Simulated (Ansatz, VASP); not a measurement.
**One calculation of Zr, two programs**

```xyz
2
Lattice="3.1614 0.0000 0.0000 -1.5807 2.7379 0.0000 0.0000 0.0000 5.1040" Properties=species:S:1:pos:R:3 pbc="T T T"
Zr    0.0000    1.8253    1.2760
Zr    1.5807    0.9126    3.8280
```

Alike in both runs: functional revPBE; dispersion D3(BJ); k mesh 9 × 9 × 5; occupations methfessel-paxton of order 1, width 0.1 eV; no spin polarisation.

Ansatz relaxed the structure, and its values are those at the end. VASP's run is a single point on that final structure, the one shown.

|  | VASP | Ansatz |
| --- | --- | --- |
| version | VASP 6.6.1 | Ansatz 0.2.0 |
| potentials or method | VASP PAW PBE potentials, release 64 (Zr_sv) | plane waves, PAW |
| plane-wave cutoff (eV) | 520 | 420 |
| valence electrons in the cell | 24 | 24 |

Ansatz gave:

* pressure (GPa): 0.0
* dispersion energy (meV/atom): -999.6

Problem. What did VASP give for the same quantities?

Solution. Pressure (GPa): 0.0; dispersion energy (meV/atom): -999.4.

Caveats: the PAW data sets were made with another functional, which shifts forces and pressure a little (VASP); pairwise dispersion overbinds metals, which lowers pressure and volume.
